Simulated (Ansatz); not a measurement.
Relaxed sheet of SnO, cell area A = 14.597 Å²:

```xyz
4
Lattice="3.8206 0.0000 0.0000 0.0000 3.8206 0.0000 0.0000 0.0000 30.6334" Properties=species:S:1:pos:R:3 pbc="T T F"
Sn    1.9103    0.0000   14.1347
O     0.0000    0.0000   15.3167
O     1.9103    1.9103   15.3167
Sn    0.0000    1.9103   16.4987
```

Method: Ansatz 0.2.0, DFT PBE+D3(BJ), scalar-relativistic, plane waves, PAW. Cutoff 420 eV; k points 6×6×1 on the computed 4-atom cell (Γ-centred); Gaussian smearing, width 0.02 eV; no spin polarisation. The sheet is isolated along c (Coulomb cut-off).

Under strain along x with y held, atoms relaxed, stress positive in compression; ΔE is the free energy at this smearing, of which the stress is the derivative:

```
strain (%)  σxx (N/m)  σyy (N/m)  ΔE (meV/cell) thickness (Å)
        -2      0.769      0.809           6.79          2.388
        +2     -0.698     -0.727           6.55          2.339
```

**Question.** Which in-plane elastic constants follow from the stresses?

**Answer.** Central differences over Δε = 0.04 give C11 = 36.7 N/m from the stress along the strain and C12 = 38.4 N/m from the stress across it.

**Question.** Do the energies agree?

**Answer.** The second difference [ΔE(−ε) + ΔE(+ε)]/(A·ε²) = (6.79 + 6.55) meV/(14.597 Å² × 0.0004) × 16.02 N/m per eV/Å² = 36.6 N/m should equal C11 = 36.7 N/m; they differ by 0.2 %, so the two routes agree. The stress in compression and in tension differ in size because of the third-order constants.

**Question.** The unstrained thickness between the outer atoms is 2.364 Å. How does it respond?

**Answer.** d ln t/dε = (2.339 − 2.388)/(2.364 × 0.04) = -0.52: the sheet thins as it is stretched, as its bonds turn towards the plane.

C12 exceeds C11, so the square sheet fails the elastic stability condition C11 > C12. To harmonic order, stretching one axis while compressing the other by the same amount lowers the energy, which points to a spontaneous rectangular (ferroelastic) distortion. The positive C11 does not contradict this, because it was obtained with the other axis held.

The softness probably comes from a hinge in the litharge-type layer. Each oxygen bonds to tin on one face along x and on the other face along y, so opposite vertical shifts of the two oxygens can largely preserve the Sn–O lengths during such a distortion, leaving mainly bond angles to resist it.

The two constants are nearly equal, however, and the energy check tests only C11. The sign of their difference therefore suggests an instability rather than establishing one, and a conventional Young's modulus or Poisson ratio for the square sheet would have little meaning. Relaxing a rectangular cell would show whether a lower minimum exists and how deep it is.
